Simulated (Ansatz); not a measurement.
# ZrC (P6_3/mmc) in Ansatz: notebook

Aim: see how the results for ZrC move with the level of theory and the settings. Levels: HSE06, PBE0. Tasks: relaxation of cell and atoms, single point.

All numbers are computed with Ansatz 0.2.0; they aren't measurements. Logs are shortened: lines on timing, memory, paths and dates and some standing lists are left out, and cuts for length are marked.

### Step 1. The structure

The structure is hexagonal, space group P6_3/mmc (No. 194). Conventional cell: a = 3.391 Å, b = 3.391 Å, c = 5.290 Å, α = 90.00°, β = 90.00°, γ = 120.00°. Around Zr (site symmetry -6m2) lie 6 C at 2.36 Å. C (site symmetry -3m) is surrounded by 6 Zr at 2.36 Å and 2 C at 2.65 Å.

The cell comes from a database or a generator and needn't be the stable form of this composition.

### Step 2. Relaxation of cell and atoms, HSE06

The input, input:

```
crystal:
  lattice:
    - [3.3914762718, 0.0, 0.0]
    - [-1.6957381359, 2.9371046077, 0.0]
    - [0.0, 0.0, 5.290053]
  atoms:
    - { symbol: Zr, position: [0.6666666667, 0.3333333333, 0.75] }
    - { symbol: Zr, position: [0.3333333333, 0.6666666667, 0.25] }
    - { symbol: C, position: [0.0, 0.0, 0.5] }
    - { symbol: C, position: [0.0, 0.0, 0.0] }
hamiltonian:
  xc: hse06
  pseudopotentials: { kind: paw }
kpoints:
  mp_grid: { grid: [6, 6, 4] }
scf:
  occupations: { method: fermi_dirac, width: 0.05 }
output:
  forces: true
  stress: true
  eigenvalues: true
  write_density: true
  write_potential: true
  elf: true
  volumetric_format: npy
relax:
  f_tol: 0.01
  max_steps: 40
  cell: { stress_tol: 0.05 }
```

Potentials or basis: Ansatz PAW.

What it wrote:

```text
GPUs: using 1 of 1 available (devices: 1).
Engine: ansatz 0.2.0, x86_64-unknown-linux-gnu
Pseudopotentials: kind: paw
Pseudopotential: Zr, paw, valence charge 12, recommended cutoff 420 eV (normal), Zr.paw.azcp
Pseudopotential: C, paw, valence charge 4, recommended cutoff 420 eV (normal), C.paw.azcp
Functional definition: HSE06
  parameter a = 0.25
  parameter omega = 0.11/bohr
  exchange = pbe_x - a*pbe_x_sr(omega) + a*exact_x_sr(omega)
  correlation = pbe_c
device memory: the entry about to start is reckoned to put 0.6 GiB on a device that reports 40.6 GiB free (of which the cap on the GPU budget leaves the run 18.0 GiB)
GPU FFT provider: cuFFT
GPU libraries: cuBLAS 13.8.2, cuFFT 12.4.0, cuSOLVER 12.3.4
Crystal: 4 atoms, lattice volume = 52.695 Å³
Basis set: ecut = 420 eV, 1049 PW (Γ), exchange–correlation on 48×48×72 points (8 copies of the dense FFT grid, shifted against one another)
Bands: 20, of which v1, the nominal top of the filled ones, is band 16 counted from 1 (15 counted from 0)
Symmetry: 24 space group operations
Space group: P63/mmc (ITA 194), of the structure as read, at distance tolerance 3.7e-5 Å
k-points: 21 of 144
Non-local potential: Zr, projectors of the file, l = 0: 3, l = 1: 2, l = 2: 2, l = 3: 2
Non-local potential: C, projectors of the file, l = 0: 2, l = 1: 2, l = 2: 1
PAW form: soft (Blöchl's): semilocal exchange-correlation on the pseudo side does not see the compensation charge
PAW frozen core: Zr, regenerated for the run's functional, and the local potential with it (the file was generated under x = pbe(κ = 0.804, μ = 0.2195149727645171), c = pbe(β = 0.06672455060314922))
PAW frozen core: C, regenerated for the run's functional, and the local potential with it (the file was generated under x = pbe(κ = 0.804, μ = 0.2195149727645171), c = pbe(β = 0.06672455060314922))
PAW one-centre angular grid: Zr, 590 points (default); XC on 64 Gauss nodes
PAW one-centre angular grid: C, 110 points (default); XC on 64 Gauss nodes
Initial density: superposition of atomic densities (neutral atoms: chi_scale 0, normalization atom), corrected by the library's trained network
Initial wavefunctions: pseudopotential atomic-orbital guess
GPU buffer pool allocated for 20736 grid points (all kernels)
GPU transforms: local potential and band sums: pruned to the plane-wave sphere, on 24×24×36
Functional: x = pbe(κ = 0.804, μ = 0.2195149727645171), c = pbe(β = 0.06672455060314922), warm-up for x = pbe(κ = 0.804, μ = 0.2195149727645171) + 0.25 (exact − pbe) at short range (hse, ω = 0.20786987370883472 Å⁻¹), c = pbe(β = 0.06672455060314922); HSE06 as pw.x's `hse` composes it (authors' and Libxc's form: `xc: wpbeh`)
SCF iter   1: F=—  HF=-8872.315443 eV  |F-HF|=—  |Δ(HF+E_count)|=         —  Δρ=6.64e-3  dr2=1.33e-2  ethr=1.77e-3  ⟨swp⟩=5.0  Hψ=1739  notcnv=0
preconditioner: auto → none  [insulator: Δε(μ)=0.160 eV  Ē_g=16.503 eV  σ=0.050 eV  W_gap=0.66  n_scr=22 (ndim 8)  ℏωp=27.1 eV  f_vac=0.000  D(μ)=1.06/eV (n_scr^D=2)]
iter 2 solved again at ethr=3.74e-6 eV; its pass at ethr=4.16e-5 eV (dr2=1.20e-3 eV) is discarded
SCF iter   2: F=—  HF=-8872.315179 eV  |F-HF|=—  |Δ(HF+E_count)|=   2.65e-4  Δρ=2.80e-3  dr2=1.22e-3  ethr=3.74e-6  ⟨swp⟩=2.6  Hψ=1819  notcnv=0
SCF iter   3: F=—  HF=-8872.315613 eV  |F-HF|=—  |Δ(HF+E_count)|=   4.34e-4  Δρ=8.57e-4  dr2=1.14e-4  ethr=3.74e-6  ⟨swp⟩=2.4  Hψ=768  notcnv=0
SCF iter   4: F=—  HF=-8872.315687 eV  |F-HF|=—  |Δ(HF+E_count)|=   7.44e-5  Δρ=8.28e-5  dr2=3.26e-6  ethr=3.58e-7  ⟨swp⟩=3.0  Hψ=821  notcnv=0
SCF iter   5: F=—  HF=-8872.315688 eV  |F-HF|=—  |Δ(HF+E_count)|=   4.05e-7  Δρ=1.71e-5  dr2=2.05e-7  ethr=1.02e-8  ⟨swp⟩=4.0  Hψ=1030  notcnv=0
SCF iter   6: F=—  HF=-8872.315688 eV  |F-HF|=—  |Δ(HF+E_count)|=   3.11e-8  Δρ=2.35e-6  dr2=1.27e-9  ethr=6.40e-10  ⟨swp⟩=3.6  Hψ=992  notcnv=0
SCF iter   7: F=—  HF=-8872.315688 eV  |F-HF|=—  |Δ(HF+E_count)|=  6.31e-10  Δρ=4.73e-7  dr2=6.68e-11  ethr=3.97e-12  ⟨swp⟩=4.4  Hψ=1206  notcnv=0
SCF iter   8: F=-8872.315688 eV  HF=-8872.315688 eV  |F-HF|=0.00e0  |Δ(HF+E_count)|=  1.82e-12  Δρ=5.37e-8  dr2=7.46e-13  ethr=1.00e-12  ⟨swp⟩=2.3  Hψ=766  notcnv=0
SCF 1 converged in 8 iterations: F = -8872.315688 eV  dr2 = 7.46e-13
device memory: the entry about to start is reckoned to put 1.2 GiB on a device that reports 40.4 GiB free (of which the cap on the GPU budget leaves the run 18.0 GiB)
[... 207 lines left out ...]
SCF iter   2: F=—  HF=-8877.087520 eV  |F-HF|=—  |Δ(HF+E_count)|=   1.09e-7  Δρ=1.30e-5  dr2=3.94e-7  ethr=1.12e-9  ⟨swp⟩=3.4  Hψ=932  notcnv=0
SCF iter   3: F=—  HF=-8877.087524 eV  |F-HF|=—  |Δ(HF+E_count)|=   4.86e-6  Δρ=1.75e-5  dr2=9.28e-8  ethr=2.23e-10  ⟨swp⟩=4.2  Hψ=1384  notcnv=0
SCF iter   4: F=—  HF=-8877.087524 eV  |F-HF|=—  |Δ(HF+E_count)|=   4.00e-8  Δρ=6.35e-6  dr2=1.16e-8  ethr=2.23e-10  ⟨swp⟩=3.0  Hψ=806  notcnv=0
iter 5 solved again at ethr=1.78e-12 eV; its pass at ethr=2.97e-11 eV (dr2=5.70e-10 eV) is discarded
SCF iter   5: F=-8877.087524 eV  HF=-8877.087524 eV  |F-HF|=4.73e-10  |Δ(HF+E_count)|=   3.79e-9  Δρ=1.13e-6  dr2=2.72e-9  ethr=1.78e-12  ⟨swp⟩=2.9  Hψ=1785  notcnv=0
SCF 14 stopped early in 5 iterations: F = -8877.087524 eV  dr2 = 2.72e-9
[... 32 lines left out ...]
SCF iter   7: F=-8877.086372 eV  HF=-8877.086372 eV  |F-HF|=1.82e-12  |Δ(HF+E_count)|=  3.84e-10  Δρ=4.46e-8  dr2=1.05e-11  ethr=1.00e-12  ⟨swp⟩=4.0  Hψ=1009  notcnv=0
SCF 16 converged in 7 iterations: F = -8877.086372 eV  dr2 = 1.05e-11
hybrid outer 1: dexx = +8.026e-8 eV, tail = 3.49e-10 eV
GPU FFT provider: cuFFT
GPU libraries: cuBLAS 13.8.2, cuFFT 12.4.0, cuSOLVER 12.3.4
GPU buffer pool allocated for 20736 grid points (all kernels)
GPU transforms: local potential and band sums: pruned to the plane-wave sphere, on 24×24×36
Exchange kernel: α = 0.2500, screened, ω = 0.2079 Å⁻¹, Wigner–Seitz truncation, v(0) = 1045.2061 eV·Å³, q-mesh 6×6×4, nearest image of the exchange supercell L = 20.09 Å, pair-density grid 20×20×30, without the augmentation charges, whose exchange is taken in its separable form by FFT convolution over the k-point mesh (sized by the pseudopotential files, 20×20×36 at the most), smooth part of the exact exchange by density-matrix convolution in up to 2.93 GiB of GPU memory as planned if the GPU has room (build and FFT work areas not counted)
Frozen-core exchange: fock
SCF iter   1: F=—  HF=-8877.086372 eV  |F-HF|=—  |Δ(HF+E_count)|=         —  Δρ=3.37e-7  dr2=4.65e-11  ethr=5.45e-12  ⟨swp⟩=13.6  Hψ=1751  notcnv=0
preconditioner: auto → none  [insulator: Δε(μ)=0.218 eV  Ē_g=8.595 eV  σ=0.050 eV  W_gap=0.70  n_scr=22 (ndim 8)  ℏωp=20.7 eV  f_vac=0.000  D(μ)=0.71/eV (n_scr^D=2)]
SCF iter   2: F=-8877.086372 eV  HF=-8877.086372 eV  |F-HF|=1.82e-12  |Δ(HF+E_count)|=  1.27e-11  Δρ=9.50e-8  dr2=2.04e-12  ethr=1.00e-12  ⟨swp⟩=2.0  Hψ=755  notcnv=0
SCF 17 converged in 2 iterations: F = -8877.086372 eV  dr2 = 2.04e-12
  Residual-converged pass: ⟨swp⟩=3.0  Hψ=942  notcnv=0  max |occ|·‖R‖ = 1.3e-7 eV (tolerance 1.3e-7 eV)  dr2=1.41e-12  dr2_onsite=1.57e-13  max |Δocc| = 1.4e-14
hybrid outer 2: dexx = +6.281e-12 eV, tail = 4.50e-12 eV, Δε = 2.27e-6 eV (about 2.48e-7 eV left of the loop's levels)
relax step   6: F+E_penalty+E_count = -8877.08637236 eV  Δ(F+E_penalty+E_count) = +1.152e-3 eV  max|allowed force component| = 1.943e-16 eV/Å  Δτ_max = 0.0000 Å  P = -0.039 GPa  Ω = 51.384 Å³  stress off target by 4.91e-2 GPa  SCF on the basis re-selected at this cell (its energy is not comparable with the rows above)  (9 SCF iters)
basis re-selected at this cell: Δ(F+E_penalty+E_count) = +1.152e-3 eV, ΔP = -0.040 GPa vs the last step (what re-selecting the basis moved, of the pressure what is left beyond the Pulay correction that the steps carried, after the strain that the cell walked since its last selection, with what the two solves' SCF thresholds leave and, on support functions, any second-order correction that the steps lacked; it is no measure of the basis error at this ecutwfc). This SCF's stress stands 4.91e-2 GPa from its target on what of the cell is left free (relax.cell.stress_tol is 5.00e-2 GPa) and its largest allowed force component is 1.94e-16 eV/Å (relax.f_tol is 1.00e-2 eV/Å): within both
hybrid SCF converged: 2 outer / 9 inner (+0 warm-up), last move |dexx| = 6.28e-12 eV, tail = 4.50e-12 eV
Stability not checked: this state was not tested for a lower state beside it, because the functional holds exact exchange (a hybrid, or Hartree-Fock), whose exchange loop this test does not read (fock_operator; see scf.lower_state_search)
Free energy (F): -8877.086372 eV
Frozen-core exchange: fock
Harris-Foulkes:  -8877.086372 eV  (|F-HF|=1.82e-12)
Internal energy: -8877.080765 eV  (E = F + TS)
E sigma→0 (E₀):  -8877.083569 eV
Entropy (-TS):   -0.005607 eV (-1.402 meV/atom)
Fermi energy:    15.148178 eV
--- Per-component energies (eV) ---
  E_band       = -145.385561
  E_kinetic    = 844.370388
  E_local      = -1175.506029  (includes V_loc(G=0)·N_el)
  E_nonlocal   = 205.833387
  E_hartree    = 353.898341
  E_xc         = -340.438161
  E_vxc        = -403.607107  (∫ρ·V_xc dr)
  E_exx        = -80.345979  (= α·E_x^exact, valence–valence)
  E_paw        = -6110.060948  (= ΣΔE_a)
  E_vpaw       = -163.581002  (= ΣTr[D̂ρ^β])
  E_aug_tail   = 0.000066  (compensation charges beyond the density's cutoff)
  E_ewald      = -2574.009195
  E_core_change = -0.822635  (= ΣΔE_core)
  E_smearing   = -0.005607  (= −TS)
  E_closure    = 0.000000  (closes the sum)
  Σ components = -8877.086372   (vs F -8877.086372, Δ=0.00e0)
--- Forces (eV/Å), atoms counted from 1 ---
  atom   1  Zr    -0.00000000     0.00000000     0.00000000
  atom   2  Zr     0.00000000    -0.00000000    -0.00000000
  atom   3  C     -0.00000000     0.00000000     0.00000000
  atom   4  C      0.00000000     0.00000000     0.00000000
  max |Σ_I F_I| component: 5.55e-17 eV/Å
--- Stress (GPa, compression-positive) ---
       -0.049050       0.000000       0.000000
        0.000000      -0.049050      -0.000000
        0.000000      -0.000000      -0.019968
  P = ⅓ Tr σ = -0.0394 GPa (-0.394 kbar)
--- Band table (eV; the first three rows and the last of 21) ---
  k-point 0: bands = ["-36.5805", "-36.4457", "-13.8827", "-13.0063", "-13.0063", "-12.9111", "-12.9111", "-12.8188", "1.6405", "5.7785", "8.4336", "11.8934", "11.8934", "13.8429", "13.8429", "16.5957", "16.9988", "16.9988", "17.4844", "17.4844"]
  k-point 1: bands = ["-36.5610", "-36.4656", "-13.7388", "-12.9922", "-12.9922", "-12.9879", "-12.9248", "-12.9248", "2.0617", "4.7137", "9.7439", "11.9761", "11.9761", "13.1832", "13.1832", "14.7189", "18.1178", "18.1178", "18.1215", "18.1215"]
  k-point 2: bands = ["-36.5135", "-36.5135", "-13.3759", "-13.3759", "-12.9583", "-12.9583", "-12.9583", "-12.9583", "3.1927", "3.1927", "12.0833", "12.0833", "12.3685", "12.3685", "12.3685", "12.3685", "19.3990", "19.3990", "19.3990", "19.3990"]
  k-point 20: bands = ["-36.4323", "-36.4323", "-13.6165", "-13.6165", "-13.5152", "-13.5152", "-12.9628", "-12.9628", "4.2061", "4.2061", "9.9643", "9.9643", "12.7021", "12.7021", "12.8677", "12.8677", "17.5735", "17.5735", "19.1113", "19.1113"]
--- Relaxed structure (5 steps of the walk, 4 accepted, 1 SCFs on fresh bases) ---
  F+E_penalty+E_count = -8877.08637236 eV   max|allowed force component| = 1.943e-16 eV/Å   (the final SCF, on the basis selected at the relaxed cell)
  cell:  # Å, volume = 51.3844 Å³
    - [3.347619281346692, 0.0, 6.669490199212455e-35]
    - [-1.673809640673346, 2.8991233398448415, -6.566680621031066e-19]
    - [1.040312648808671e-34, -1.1827324239045548e-18, 5.294542860164283]
  atoms:
    - { symbol: Zr, position: [0.6666666666666667, 0.3333333333333333, 0.75] }
    - { symbol: Zr, position: [0.33333333333333326, 0.6666666666666666, 0.25] }
    - { symbol: C, position: [-8.425943506694157e-35, 0.0, 0.5] }
    - { symbol: C, position: [-9.851089459964298e-35, -4.7215542312381375e-35, 6.361086542902187e-36] }
```

Wall time 2 min (1 × NVIDIA H100 80GB HBM3 with 2 threads of AMD EPYC 7R13 (Zen 3), shared host); peak memory 2.6 GiB.

What came out:

| Quantity | Value |
| --- | --- |
| Free energy | -8877.0864 eV |
| Relaxed volume | 12.85 Å³/atom |
| Relaxed cell | a = 3.348 Å, b = 3.348 Å, c = 5.295 Å, α = 90.00°, β = 90.00°, γ = 120.00° |
| Space group after relaxing (to 0.05 Å) | P6_3/mmc (No. 194) |
| Energy gained by relaxing | 7.5 meV/atom |
| Ionic steps | 5 |
| Pressure after relaxing | 0.0 GPa |
| Band gap on the k mesh | none (metal or under the smearing width) |

Step by step:
| step | energy change (eV) | largest force (eV/Å) | volume (Å³) |
| --- | --- | --- | --- |
| 1 | 0.0000 | 0.0000 | 52.69 |
| 2 | -0.0311 | 0.0000 | 51.42 |
| 3 | -0.0313 | 0.0000 | 51.39 |
| 4 | -0.0314 | 0.0000 | 51.38 |
| 5 | -0.0302 | 0.0000 | 51.38 |

Final structure:
```cif
data_structure
_symmetry_space_group_name_H-M 'P 1'
_symmetry_Int_Tables_number 1
_cell_length_a 3.3476
_cell_length_b 3.3476
_cell_length_c 5.2945
_cell_angle_alpha 90.000
_cell_angle_beta 90.000
_cell_angle_gamma 120.000
_cell_volume 51.38
loop_
_atom_site_label
_atom_site_type_symbol
_atom_site_fract_x
_atom_site_fract_y
_atom_site_fract_z
_atom_site_occupancy
Zr1 Zr 0.66667 0.33333 0.75000 1
Zr2 Zr 0.33333 0.66667 0.25000 1
C1 C 0.00000 0.00000 0.50000 1
C2 C 0.00000 0.00000 0.00000 1
```

Levels at points of the mesh, in eV from the Fermi level:
```
             k point  band 12  band 13  band 14  band 15  band 16  band 17  band 18  band 19  band 20
  (0.00, 0.00, 0.00)    -3.25    -3.25    -1.31    -1.31     1.45     1.85     1.85     2.34     2.34
 (0.00, 0.00, -0.50)    -3.06    -2.78    -2.78    -2.78    -2.78     4.25     4.25     4.25     4.25
 (0.00, -0.50, 0.00)    -3.98    -3.74    -3.47    -1.49    -0.99     1.91     5.14     5.15     5.33
(0.00, -0.50, -0.50)    -4.23    -3.08    -3.08    -2.51    -2.51     1.97     1.97     5.13     5.13
```

Caveat: the plane-wave basis is chosen anew once the cell has moved, so the energies of steps on either side of that aren't comparable; the PAW data sets come from PBE, with cores solved anew for the run's functional, which leaves a small shift of forces and pressure.

### Step 3. Single point, PBE0

Changes to input since step 2:

```diff
@@ -11,3 +11,3 @@
 hamiltonian:
-  xc: hse06
+  xc: pbe0
   pseudopotentials: { kind: paw }
@@ -21,9 +21 @@
   eigenvalues: true
-  write_density: true
-  write_potential: true
-  elf: true
-  volumetric_format: npy
-relax:
-  f_tol: 0.01
-  max_steps: 40
-  cell: { stress_tol: 0.05 }
```

Potentials or basis: Ansatz PAW.

What it wrote:

```text
Warning: output.stress: scf.convergence.dr2_threshold = 1e-7 eV (the SCF's general default) is looser than the 4e-10 eV advised for a printed stress (1e-10 eV for each atom of the cell: 4). What an SCF threshold leaves in a stress goes as its square root, and in the free energy as the threshold itself, and one threshold admits the most on a small cell: of the crystals measured, under no hybrid functional and no lock of the moments, on runs that ended without the residual-converged pass, on stresses that held no estimate of that error, the worst erred by over 100 MPa in a component at 1e-7 eV an atom and by under 5 at 1e-10. Set scf.convergence.dr2_threshold to 4e-10 eV or tighter. The threshold is an SCF's pass mark: one that does not reach it within its budget of iterations ends unconverged, or closes short of it on a stop that the run arms, and scf.convergence.dr2_threshold's page says what that costs each kind of run
Warning: output.stress: scf.exx.energy_threshold = 1e-6 eV is looser than the 4e-8 eV advised for a stress under a hybrid functional (1e-8 eV for each atom of the cell: 4). Every SCF of the exchange loop can meet its threshold on dr2 while the loop round them stops early: no threshold on dr2 bounds what that leaves in the stress. Set scf.exx.energy_threshold to 4e-8 eV or tighter. The threshold is the loop's pass mark: a loop that does not reach it within its budget of cycles ends unconverged, and scf.exx.energy_threshold's page has the law
GPUs: using 1 of 1 available (devices: 1).
[... 4 set-up lines as earlier in the session ...]
Functional definition: PBE0
[... 1 set-up line as earlier in the session ...]
  parameter kappa = 0.804
  parameter beta = 0.06672455060314922
  exchange = (1 - a)*pbe_x(kappa = kappa, mu = beta*pi^2/3) + a*exact_x
  correlation = pbe_c(beta = beta)
[... 113 lines left out ...]
  E_vxc        = -389.852557  (∫ρ·V_xc dr)
  E_exx        = -93.166785  (= α·E_x^exact, valence–valence)
  E_paw        = -6109.287326  (= ΣΔE_a)
  E_vpaw       = -162.186552  (= ΣTr[D̂ρ^β])
  E_aug_tail   = 0.000059  (compensation charges beyond the density's cutoff)
  E_ewald      = -2552.342236
  E_core_change = -0.798321  (= ΣΔE_core)
  E_smearing   = -0.004720  (= −TS)
  E_closure    = 0.000001  (closes the sum)
  Σ components = -8876.518733   (vs F -8876.518733, Δ=0.00e0)
--- Forces (eV/Å), atoms counted from 1 ---
  atom   1  Zr    -0.00000000    -0.00000000    -0.00000000
  atom   2  Zr     0.00000000     0.00000000     0.00000000
  atom   3  C      0.00000000    -0.00000000     0.00000000
  atom   4  C      0.00000000     0.00000000     0.00000000
  max |Σ_I F_I| component: 1.85e-17 eV/Å
--- Stress (GPa, compression-positive) ---
       -7.078211       0.000000      -0.000000
        0.000000      -7.078211      -0.000000
       -0.000000      -0.000000      -3.254106
  P = ⅓ Tr σ = -5.8035 GPa (-58.035 kbar)
--- Band table (eV; the first three rows and the last of 21) ---
  k-point 0: bands = ["-37.5266", "-37.3997", "-14.7594", "-13.9616", "-13.9616", "-13.8635", "-13.8635", "-13.7614", "0.8717", "4.9562", "7.6885", "11.0810", "11.0810", "13.1085", "13.1085", "16.5301", "16.9193", "16.9193", "17.2790", "17.2790"]
  k-point 1: bands = ["-37.5080", "-37.4184", "-14.6235", "-13.9470", "-13.9470", "-13.9189", "-13.8777", "-13.8777", "1.2846", "3.9028", "9.0116", "11.1638", "11.1638", "12.4146", "12.4146", "14.1810", "17.9318", "17.9318", "18.0506", "18.0506"]
  k-point 2: bands = ["-37.4635", "-37.4635", "-14.2834", "-14.2834", "-13.9123", "-13.9123", "-13.9123", "-13.9123", "2.3965", "2.3965", "11.3956", "11.3956", "11.5635", "11.5635", "11.5635", "11.5635", "19.2881", "19.2881", "19.2881", "19.2881"]
  k-point 20: bands = ["-37.3944", "-37.3944", "-14.5183", "-14.5183", "-14.4064", "-14.4064", "-13.8987", "-13.8987", "3.3903", "3.3903", "9.2385", "9.2385", "12.0274", "12.0274", "12.0437", "12.0437", "17.4545", "17.4545", "18.8911", "18.8911"]
```

It took 17 s on 1 × NVIDIA H100 80GB HBM3 with 2 threads of AMD EPYC 7R13 (Zen 3), shared host; peak memory 2.6 GiB.

Results:

```yaml
Free_energy: -8876.5187 eV
Pressure: -5.8 GPa
Band_gap_on_the_k_mesh: none (metal or under the smearing width)
```

Levels at points of the mesh, in eV from the Fermi level:
```csv
k point,band 13,band 14,band 15,band 16,band 17,band 18,band 19,band 20
"(0.00, 0.00, 0.00)",-3.58,-1.55,-1.55,1.87,2.26,2.26,2.62,2.62
"(0.00, 0.00, -0.50)",-3.10,-3.10,-3.10,-3.10,4.63,4.63,4.63,4.63
"(0.00, -0.50, 0.00)",-4.01,-3.68,-1.77,-1.38,2.46,5.45,5.46,5.65
"(0.00, -0.50, -0.50)",-3.24,-3.24,-2.81,-2.81,2.35,2.35,5.37,5.37
```

Caveat: the PAW data sets come from PBE, with cores solved anew for the run's functional, which leaves a small shift of forces and pressure; the thresholds are loose for stress.
